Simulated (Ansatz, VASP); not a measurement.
**Sc: VASP beside Ansatz**

Contents of INCAR:

```
PREC     = Accurate       # precision mode
ENCUT    = 520            # plane-wave cutoff, eV
EDIFF    = 1E-6           # SCF threshold, eV
ISMEAR   = -1             # smearing method
SIGMA    = 0.1            # smearing width, eV
LREAL    = F              # projectors in reciprocal space
LASPH    = T              # aspherical terms in the spheres
NELM     = 60             # most SCF steps
ALGO     = Normal         # electronic algorithm
ISIF     = 2              # what is computed and relaxed
LWAVE    = F              # write WAVECAR
LCHARG   = F              # write CHGCAR
GGA      = CA             # functional
NBANDS   = 12             # bands
```

File KPOINTS:

```
Automatic mesh
0
Gamma
  20 20 20
```

Contents of POSCAR:

```
Sc
1.0
   -1.8542998535      1.8542998535      1.8542998535
    1.8542998535     -1.8542998535      1.8542998535
    1.8542998535      1.8542998535     -1.8542998535
Sc
1
Direct
    0.0000000000      0.0000000000      0.0000000000
```

Input for Ansatz:

```yaml
crystal:
  lattice:
    - [-1.8542998535, 1.8542998535, 1.8542998535]
    - [1.8542998535, -1.8542998535, 1.8542998535]
    - [1.8542998535, 1.8542998535, -1.8542998535]
  atoms:
    - { symbol: Sc, position: [0.0, 0.0, 0.0] }
hamiltonian:
  xc: lda
  pseudopotentials:
    kind: paw
    azcp:
      Sc: "pseudopotentials/Sc.paw.azcp"
basis:
  ecutwfc: 420
  fft_grid_basis: typed
kpoints:
  mp_grid: { grid: [20, 20, 20], shift: [0, 0, 0] }
magnetization:
  spin_polarized: false
scf:
  occupations: { method: fermi_dirac, width: 0.1 }
output:
  stress: true
```

Alike in both runs: task single point; functional LDA; k mesh 20 × 20 × 20; occupations fermi-dirac, width 0.1 eV; no spin polarisation.

|  | VASP | Ansatz |
| --- | --- | --- |
| version | VASP 6.6.1 | Ansatz 0.2.0 |
| potentials or method | VASP PAW LDA potentials, release 64 (Sc_sv) | plane waves (420 eV) with PAW, scalar-relativistic |
| plane-wave cutoff (eV) | 520 | 420 |
| valence electrons in the cell | 11 | 11 |

|  | VASP | Ansatz | Ansatz less VASP |
| --- | --- | --- | --- |
| pressure (GPa) | -5.5 | -5.6 | -0.04 |

Ansatz warned: «pseudo_functional_mismatch».
